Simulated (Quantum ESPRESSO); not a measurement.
# WS2 (R3m) in Quantum ESPRESSO: equation of state

How stiff is WS2 in PBEsol, and what volume does it want? The cell is scaled to several volumes.

Program: Quantum ESPRESSO 7.5. These are calculated values, not measurements. Logs are shortened: lines on timing, memory, paths and dates and some standing lists are left out, and cuts for length are marked.

### 1 The crystal as given

It takes space group R3m (No. 160, trigonal). Conventional cell: a = 3.158 Å, b = 3.158 Å, c = 18.490 Å, α = 90.00°, β = 90.00°, γ = 120.00°. Around W (site symmetry 3m) lie 6 S at 2.39 to 2.42 Å. S (site symmetry 3m) is surrounded by 3 W at 2.42 Å. S (site symmetry 3m) is surrounded by 3 W at 2.39 Å.

Measurements of this composition are mostly on another form, of space group No. 194.

### 2 Single point, PBEsol, 16.68 Å³/atom

pw.in

```
&CONTROL
  calculation = 'scf'
  prefix = 'pwscf'
  outdir = './tmp'
  pseudo_dir = './pseudo'
  tstress = .true.
  disk_io = 'nowf'
/
&SYSTEM
  ibrav = 0
  nat = 3
  ntyp = 2
  ecutwfc = 56
  ecutrho = 448
  nbnd = 20
  occupations = 'smearing'
  smearing = 'fd'
  degauss = 0.00367493
/
&ELECTRONS
  conv_thr = 6d-10
  electron_maxstep = 120
  mixing_beta = 0.5
/
ATOMIC_SPECIES
W    183.8400 w_pbesol_v1.2.uspp.F.UPF
S     32.0600 s_pbesol_v1.4.uspp.F.UPF
CELL_PARAMETERS angstrom
   1.5467664657    0.8930260354    6.0375157167
  -1.5467664657    0.8930260354    6.0375157167
   0.0000000000   -1.7860520706    6.0375157167
ATOMIC_POSITIONS crystal
W      0.0000000000    0.0000000000    0.0000000000
S      0.5810000000    0.5810000000    0.5810000000
S      0.7503000000    0.7503000000    0.7503000000
K_POINTS automatic
10 10 10 0 0 0
```

Potentials or basis: GBRV 1.5 PBEsol.

On the command line:

```sh
OMP_NUM_THREADS=1 mpirun -n 2 pw.x -nk 2 -in pw.in > pw.out
```

pw.out:

```text
This program is part of the open-source Quantum ESPRESSO suite
     for quantum simulation of materials; please cite
         "P. Giannozzi et al., J. Phys.:Condens. Matter 21 395502 (2009);
         "P. Giannozzi et al., J. Phys.:Condens. Matter 29 465901 (2017);
         "P. Giannozzi et al., J. Chem. Phys. 152 154105 (2020);
     in publications or presentations arising from this work. More details at

     Message from routine setup:
     using ibrav=0 with symmetry is DISCOURAGED, use correct ibrav instead

     K-points division:     npool     =       2
     Subspace diagonalization in iterative solution of the eigenvalue problem:
     a serial algorithm will be used

     G-vector sticks info
     --------------------
     sticks:   dense  smooth     PW     G-vecs:    dense   smooth      PW
     Sum        2399    1199    395                54083    19159    3577

     Using Slab Decomposition

     bravais-lattice index     =            0
     lattice parameter (alat)  =      11.8980  a.u.
     unit-cell volume          =     337.6720 (a.u.)^3
     number of atoms/cell      =            3
     number of atomic types    =            2
     number of electrons       =        26.00
     number of Kohn-Sham states=           20
     kinetic-energy cutoff     =      56.0000  Ry
     charge density cutoff     =     448.0000  Ry
     scf convergence threshold =      6.0E-10
     mixing beta               =       0.5000
     number of iterations used =            8  plain     mixing
     Exchange-correlation= SLA  PW   PSX  PSC
                           (   1   4  10   8   0   0   0)

     celldm(1)=  11.898010  celldm(2)=   0.000000  celldm(3)=   0.000000
     celldm(4)=   0.000000  celldm(5)=   0.000000  celldm(6)=   0.000000

     crystal axes: (cart. coord. in units of alat)
               a(1) = (   0.245668   0.141837   0.958921 )
               a(2) = (  -0.245668   0.141837   0.958921 )
               a(3) = (   0.000000  -0.283673   0.958921 )

     reciprocal axes: (cart. coord. in units 2 pi/alat)
               b(1) = (  2.035264  1.175060  0.347613 )
               b(2) = ( -2.035264  1.175060  0.347613 )
               b(3) = (  0.000000 -2.350120  0.347613 )

     PseudoPot. # 1 for W  read from file:
     w_pbesol_v1.2.uspp.F.UPF
     Pseudo is Ultrasoft + core correction, Zval = 14.0
     Generated by new atomic code, or converted to UPF format
     Using radial grid of  923 points,  8 beta functions with:
                l(1) =   0
                l(2) =   0
                l(3) =   0
                l(4) =   1
                l(5) =   1
                l(6) =   2
                l(7) =   2
                l(8) =   3
     Q(r) pseudized with  6 coefficients,  rinner =    1.350   1.350   1.350
                                                       1.350   1.350   1.350
                                                       1.350

     PseudoPot. # 2 for S  read from file:
     s_pbesol_v1.4.uspp.F.UPF
     Pseudo is Ultrasoft + core correction, Zval =  6.0
     Generated by new atomic code, or converted to UPF format
     Using radial grid of  907 points,  6 beta functions with:
                l(1) =   0
                l(2) =   0
                l(3) =   1
                l(4) =   1
                l(5) =   2
                l(6) =   2
     Q(r) pseudized with  8 coefficients,  rinner =    1.300   1.300   1.300
                                                       1.300   1.300

     atomic species   valence    mass     pseudopotential
     W                14.00   183.84000     W ( 1.00)
     S                 6.00    32.06000     S ( 1.00)

      6 Sym. Ops. (no inversion) found

   Cartesian axes

     site n.     atom                  positions (alat units)
         1        W      tau(   1) = (   0.0000000   0.0000000   0.0000000  )
         2        S      tau(   2) = (  -0.0000000   0.0000000   1.6713992  )
         3        S      tau(   3) = (  -0.0000000   0.0000000   2.1584352  )

     number of k points=   116  Fermi-Dirac smearing, width (Ry)=  0.0037

     Number of k-points >= 100: set verbosity='high' to print them.

     Dense  grid:    54083 G-vectors     FFT dimensions: (  81,  81,  81)

     Smooth grid:    19159 G-vectors     FFT dimensions: (  60,  60,  60)

     Initial potential from superposition of free atoms

     starting charge      25.8996, renormalised to      26.0000

     negative rho (up, down):  6.238E-02 0.000E+00
     Starting wfcs are   21 randomized atomic wfcs

     Self-consistent Calculation

     iteration #  1     ecut=    56.00 Ry     beta= 0.50
     Davidson diagonalization with overlap
     ethr =  1.00E-02,  avg # of iterations =  5.5

     Threshold (ethr) on eigenvalues was too large:
     Diagonalizing with lowered threshold

     Davidson diagonalization with overlap
     ethr =  3.07E-04,  avg # of iterations =  3.8

     negative rho (up, down):  6.455E-02 0.000E+00

     total energy              =    -207.24320399 Ry
     estimated scf accuracy    <       0.08993029 Ry

     iteration #  2     ecut=    56.00 Ry     beta= 0.50
     Davidson diagonalization with overlap
     ethr =  3.46E-04,  avg # of iterations =  2.2

     negative rho (up, down):  6.617E-02 0.000E+00

     total energy              =    -207.25715421 Ry
     estimated scf accuracy    <       0.00634044 Ry

     iteration #  3     ecut=    56.00 Ry     beta= 0.50
     Davidson diagonalization with overlap
     ethr =  2.44E-05,  avg # of iterations =  5.0

     negative rho (up, down):  6.669E-02 0.000E+00

     total energy              =    -207.25717478 Ry
     estimated scf accuracy    <       0.00489964 Ry

     iteration #  4     ecut=    56.00 Ry     beta= 0.50
     Davidson diagonalization with overlap
     ethr =  1.88E-05,  avg # of iterations =  2.0

     negative rho (up, down):  6.744E-02 0.000E+00

     total energy              =    -207.25808275 Ry
     estimated scf accuracy    <       0.00127384 Ry

     iteration #  5     ecut=    56.00 Ry     beta= 0.50
     Davidson diagonalization with overlap
     ethr =  4.90E-06,  avg # of iterations =  2.0

     negative rho (up, down):  6.748E-02 0.000E+00

     total energy              =    -207.25822438 Ry
     estimated scf accuracy    <       0.00003085 Ry

     iteration #  6     ecut=    56.00 Ry     beta= 0.50
     Davidson diagonalization with overlap
     ethr =  1.19E-07,  avg # of iterations =  4.4

     negative rho (up, down):  6.744E-02 0.000E+00

     total energy              =    -207.25824100 Ry
     estimated scf accuracy    <       0.00001236 Ry

     iteration #  7     ecut=    56.00 Ry     beta= 0.50
     Davidson diagonalization with overlap
     ethr =  4.75E-08,  avg # of iterations =  2.0

     negative rho (up, down):  6.738E-02 0.000E+00

     total energy              =    -207.25824322 Ry
     estimated scf accuracy    <       0.00000096 Ry

     iteration #  8     ecut=    56.00 Ry     beta= 0.50
     Davidson diagonalization with overlap
     ethr =  3.68E-09,  avg # of iterations =  3.3

     negative rho (up, down):  6.735E-02 0.000E+00

     total energy              =    -207.25824351 Ry
     estimated scf accuracy    <       0.00000005 Ry

     iteration #  9     ecut=    56.00 Ry     beta= 0.50
     Davidson diagonalization with overlap
     ethr =  2.06E-10,  avg # of iterations =  3.8

     negative rho (up, down):  6.734E-02 0.000E+00

     total energy              =    -207.25824354 Ry
     estimated scf accuracy    <       0.00000001 Ry

     iteration # 10     ecut=    56.00 Ry     beta= 0.50
     Davidson diagonalization with overlap
     ethr =  5.39E-11,  avg # of iterations =  2.0

     negative rho (up, down):  6.734E-02 0.000E+00

     total energy              =    -207.25824354 Ry
     estimated scf accuracy    <          7.0E-10 Ry

     iteration # 11     ecut=    56.00 Ry     beta= 0.50
     Davidson diagonalization with overlap
     ethr =  2.69E-12,  avg # of iterations =  3.6

     negative rho (up, down):  6.734E-02 0.000E+00

     End of self-consistent calculation

     Number of k-points >= 100: set verbosity='high' to print the bands.

     the Fermi energy is    13.2500 ev

!    total energy              =    -207.25824354 Ry
     estimated scf accuracy    <          4.2E-11 Ry
     smearing contrib. (-TS)   =      -0.00000005 Ry
     internal energy E=F+TS    =    -207.25824349 Ry

     The total energy is F=E-TS. E is the sum of the following terms:
     one-electron contribution =     -77.20006066 Ry
     hartree contribution      =      50.39395751 Ry
     xc contribution           =     -58.02673324 Ry
     ewald contribution        =    -122.42540710 Ry

     convergence has been achieved in  11 iterations

     Computing stress (Cartesian axis) and pressure

     negative rho (up, down):  6.734E-02 0.000E+00
          total   stress  (Ry/bohr**3)                   (kbar)     P=      115.02
   0.00073205   0.00000000   0.00000000          107.69        0.00        0.00
  -0.00000000   0.00073205  -0.00000000           -0.00      107.69       -0.00
  -0.00000000  -0.00000000   0.00088160           -0.00       -0.00      129.69

=------------------------------------------------------------------------------=
   JOB DONE.
=------------------------------------------------------------------------------=
```

Run time: 2.4 min. Hardware: 2 MPI ranks of Intel Xeon Platinum 8488C (Sapphire Rapids), shared host; peak memory 0.62 GiB.

Results:

- Free energy: -2819.8921 eV
- Pressure: 11.5 GPa
- Band gap on the k mesh: 0.94 eV, indirect (least direct gap 2.37 eV)

Caveat: spin-orbit coupling is left out, which moves the levels of the heavy elements.

### 3 Single point, PBEsol, 17.03 Å³/atom

pw.in: that of step 2 with these lines changed.

```diff
@@ -28,5 +28,5 @@
 CELL_PARAMETERS angstrom
-   1.5467664657    0.8930260354    6.0375157167
-  -1.5467664657    0.8930260354    6.0375157167
-   0.0000000000   -1.7860520706    6.0375157167
+   1.5576595461    0.8993151583    6.0800348339
+  -1.5576595461    0.8993151583    6.0800348339
+   0.0000000000   -1.7986303165    6.0800348339
 ATOMIC_POSITIONS crystal
```

Potentials or basis: GBRV 1.5 PBEsol.

On the command line:

```sh
OMP_NUM_THREADS=1 mpirun -n 2 pw.x -nk 2 -in pw.in > pw.out
```

It took 2.3 min on 2 MPI ranks of Intel Xeon Platinum 8488C (Sapphire Rapids), shared host; peak memory 0.62 GiB.

It converged, with:

```yaml
Free_energy: -2819.9536 eV
Pressure: 7.1 GPa
Band_gap_on_the_k_mesh: 0.97 eV, indirect (least direct gap 2.35 eV)
```

Caveat: spin-orbit coupling is left out, which moves the levels of the heavy elements.

### 4 Single point, PBEsol, 17.39 Å³/atom

pw.in: that of step 3 with these lines changed.

```diff
@@ -28,5 +28,5 @@
 CELL_PARAMETERS angstrom
-   1.5576595461    0.8993151583    6.0800348339
-  -1.5576595461    0.8993151583    6.0800348339
-   0.0000000000   -1.7986303165    6.0800348339
+   1.5684023653    0.9055175278    6.1219674337
+  -1.5684023653    0.9055175278    6.1219674337
+   0.0000000000   -1.8110350555    6.1219674337
 ATOMIC_POSITIONS crystal
```

On the command line:

```sh
OMP_NUM_THREADS=1 mpirun -n 2 pw.x -nk 2 -in pw.in > pw.out
```

It took 2.2 min on 2 MPI ranks of Intel Xeon Platinum 8488C (Sapphire Rapids), shared host; peak memory 0.64 GiB.

The run converged. Its results:

```yaml
Free_energy: -2819.9874 eV
Pressure: 3.1 GPa
Band_gap_on_the_k_mesh: 1.00 eV, indirect (least direct gap 2.29 eV)
```

Caveat: spin-orbit coupling is left out, which moves the levels of the heavy elements.

### 5 Single point, PBEsol, 17.74 Å³/atom

pw.in: that of step 4 with these lines changed.

```diff
@@ -28,5 +28,5 @@
 CELL_PARAMETERS angstrom
-   1.5684023653    0.9055175278    6.1219674337
-  -1.5684023653    0.9055175278    6.1219674337
-   0.0000000000   -1.8110350555    6.1219674337
+   1.5790000000    0.9116360751    6.1633333333
+  -1.5790000000    0.9116360751    6.1633333333
+   0.0000000000   -1.8232721501    6.1633333333
 ATOMIC_POSITIONS crystal
```

Potentials or basis: GBRV 1.5 PBEsol.

On the command line:

```sh
OMP_NUM_THREADS=1 mpirun -n 2 pw.x -nk 2 -in pw.in > pw.out
```

pw.out:

```text
This program is part of the open-source Quantum ESPRESSO suite
     for quantum simulation of materials; please cite
         "P. Giannozzi et al., J. Phys.:Condens. Matter 21 395502 (2009);
         "P. Giannozzi et al., J. Phys.:Condens. Matter 29 465901 (2017);
         "P. Giannozzi et al., J. Chem. Phys. 152 154105 (2020);
     in publications or presentations arising from this work. More details at

     Message from routine setup:
     using ibrav=0 with symmetry is DISCOURAGED, use correct ibrav instead

     K-points division:     npool     =       2
     Subspace diagonalization in iterative solution of the eigenvalue problem:
     a serial algorithm will be used

     G-vector sticks info
     --------------------
     sticks:   dense  smooth     PW     G-vecs:    dense   smooth      PW
     Sum        2491    1251    417                57493    20353    3859

     Using Slab Decomposition

     bravais-lattice index     =            0
     lattice parameter (alat)  =      12.1460  a.u.
     unit-cell volume          =     359.2255 (a.u.)^3
     number of atoms/cell      =            3
     number of atomic types    =            2
     number of electrons       =        26.00
     number of Kohn-Sham states=           20
     kinetic-energy cutoff     =      56.0000  Ry
     charge density cutoff     =     448.0000  Ry
     scf convergence threshold =      6.0E-10
     mixing beta               =       0.5000
     number of iterations used =            8  plain     mixing
     Exchange-correlation= SLA  PW   PSX  PSC
                           (   1   4  10   8   0   0   0)

[... 50 lines left out ...]
   Cartesian axes

     site n.     atom                  positions (alat units)
         1        W      tau(   1) = (   0.0000000   0.0000000   0.0000000  )
         2        S      tau(   2) = (   0.0000000   0.0000000   1.6713992  )
         3        S      tau(   3) = (   0.0000000   0.0000000   2.1584352  )

     number of k points=   116  Fermi-Dirac smearing, width (Ry)=  0.0037

     Number of k-points >= 100: set verbosity='high' to print them.

     Dense  grid:    57493 G-vectors     FFT dimensions: (  81,  81,  81)

     Smooth grid:    20353 G-vectors     FFT dimensions: (  60,  60,  60)

     Initial potential from superposition of free atoms

     starting charge      25.8996, renormalised to      26.0000

     negative rho (up, down):  6.261E-02 0.000E+00
     Starting wfcs are   21 randomized atomic wfcs

     Self-consistent Calculation

     iteration #  1     ecut=    56.00 Ry     beta= 0.50
     Davidson diagonalization with overlap
     ethr =  1.00E-02,  avg # of iterations =  5.5

     Threshold (ethr) on eigenvalues was too large:
     Diagonalizing with lowered threshold

     Davidson diagonalization with overlap
     ethr =  3.09E-04,  avg # of iterations =  3.7

     negative rho (up, down):  6.463E-02 0.000E+00
[... 76 lines left out ...]
     iteration # 10     ecut=    56.00 Ry     beta= 0.50
     Davidson diagonalization with overlap
     ethr =  4.86E-11,  avg # of iterations =  2.7

     negative rho (up, down):  6.740E-02 0.000E+00

     End of self-consistent calculation

     Number of k-points >= 100: set verbosity='high' to print the bands.

     the Fermi energy is    12.1438 ev

!    total energy              =    -207.26590460 Ry
     estimated scf accuracy    <          1.6E-10 Ry
     smearing contrib. (-TS)   =      -0.00000003 Ry
     internal energy E=F+TS    =    -207.26590457 Ry

     The total energy is F=E-TS. E is the sum of the following terms:
     one-electron contribution =     -80.57281144 Ry
     hartree contribution      =      51.07520075 Ry
     xc contribution           =     -57.84206573 Ry
     ewald contribution        =    -119.92622815 Ry

     convergence has been achieved in  10 iterations

     Computing stress (Cartesian axis) and pressure

     negative rho (up, down):  6.740E-02 0.000E+00
          total   stress  (Ry/bohr**3)                   (kbar)     P=       -4.19
  -0.00005356   0.00000000   0.00000000           -7.88        0.00        0.00
   0.00000000  -0.00005356   0.00000000            0.00       -7.88        0.00
  -0.00000000   0.00000000   0.00002169           -0.00        0.00        3.19

=------------------------------------------------------------------------------=
   JOB DONE.
=------------------------------------------------------------------------------=
```

It took 2.2 min on 2 MPI ranks of Intel Xeon Platinum 8488C (Sapphire Rapids), shared host; peak memory 0.64 GiB.

Results:

- Free energy: -2819.9963 eV
- Pressure: -0.4 GPa
- Band gap on the k mesh: 1.02 eV, indirect (least direct gap 2.23 eV)

Caveat: spin-orbit coupling is left out, which moves the levels of the heavy elements.

### 6 Single point, PBEsol, 18.10 Å³/atom

pw.in: that of step 5 with these lines changed.

```diff
@@ -28,5 +28,5 @@
 CELL_PARAMETERS angstrom
-   1.5790000000    0.9116360751    6.1633333333
-  -1.5790000000    0.9116360751    6.1633333333
-   0.0000000000   -1.8232721501    6.1633333333
+   1.5894572584    0.9176735760    6.2041512999
+  -1.5894572584    0.9176735760    6.2041512999
+   0.0000000000   -1.8353471520    6.2041512999
 ATOMIC_POSITIONS crystal
```

Potentials or basis: GBRV 1.5 PBEsol.

On the command line:

```sh
OMP_NUM_THREADS=1 mpirun -n 2 pw.x -nk 2 -in pw.in > pw.out
```

Wall time 2.4 min (2 MPI ranks of Intel Xeon Platinum 8488C (Sapphire Rapids), shared host); peak memory 0.68 GiB.

Results (log left out):

```yaml
Free_energy: -2819.9828 eV
Pressure: -3.6 GPa
Band_gap_on_the_k_mesh: 1.04 eV, indirect (least direct gap 2.17 eV)
```

Caveat: spin-orbit coupling is left out, which moves the levels of the heavy elements.

### 7 Single point, PBEsol, 18.45 Å³/atom

pw.in: that of step 6 with these lines changed.

```diff
@@ -28,5 +28,5 @@
 CELL_PARAMETERS angstrom
-   1.5894572584    0.9176735760    6.2041512999
-  -1.5894572584    0.9176735760    6.2041512999
-   0.0000000000   -1.8353471520    6.2041512999
+   1.5997786986    0.9236326623    6.2444391255
+  -1.5997786986    0.9236326623    6.2444391255
+   0.0000000000   -1.8472653246    6.2444391255
 ATOMIC_POSITIONS crystal
```

On the command line:

```sh
OMP_NUM_THREADS=1 mpirun -n 2 pw.x -nk 2 -in pw.in > pw.out
```

Wall time 2.1 min (2 MPI ranks of Intel Xeon Platinum 8488C (Sapphire Rapids), shared host); peak memory 0.7 GiB.

Results (log left out):

```
Free energy            : -2819.9492 eV
Pressure               : -6.5 GPa
Band gap on the k mesh : 1.06 eV, indirect (least direct gap 2.12 eV)
```

Caveat: spin-orbit coupling is left out, which moves the levels of the heavy elements.

### 8 Single point, PBEsol, 18.81 Å³/atom

pw.in: that of step 7 with these lines changed.

```diff
@@ -28,5 +28,5 @@
 CELL_PARAMETERS angstrom
-   1.5997786986    0.9236326623    6.2444391255
-  -1.5997786986    0.9236326623    6.2444391255
-   0.0000000000   -1.8472653246    6.2444391255
+   1.6099686466    0.9295158316    6.2842136955
+  -1.6099686466    0.9295158316    6.2842136955
+   0.0000000000   -1.8590316630    6.2842136955
 ATOMIC_POSITIONS crystal
```

On the command line:

```sh
OMP_NUM_THREADS=1 mpirun -n 2 pw.x -nk 2 -in pw.in > pw.out
```

Wall time 2.1 min (2 MPI ranks of Intel Xeon Platinum 8488C (Sapphire Rapids), shared host); peak memory 0.7 GiB.

It converged, with:

```
Free energy            : -2819.8975 eV
Pressure               : -9.0 GPa
Band gap on the k mesh : 1.07 eV, indirect (least direct gap 2.06 eV)
```

Caveat: spin-orbit coupling is left out, which moves the levels of the heavy elements.

### 9 Equation of state, PBEsol

Potentials or basis: GBRV 1.5 PBEsol.

No new run: the results of the series are fitted here.

What came out:

* Equilibrium volume: 17.70 Å³/atom
* Bulk modulus at fixed shape and positions: 170 GPa
* Pressure derivative of the bulk modulus: 4.4

Energy against volume, from the lowest point:
```csv
volume (Å³/atom),energy (meV/atom)
16.679,34.74
17.034,14.22
17.389,2.95
17.744,0.00
18.099,4.51
18.454,15.71
18.809,32.92
```

Caveat: the cell was scaled at fixed shape and fractional positions, which overstates the stiffness of a crystal with free parameters, most of all of layers and chains. Spin-orbit coupling is left out, which matters for the levels of W.
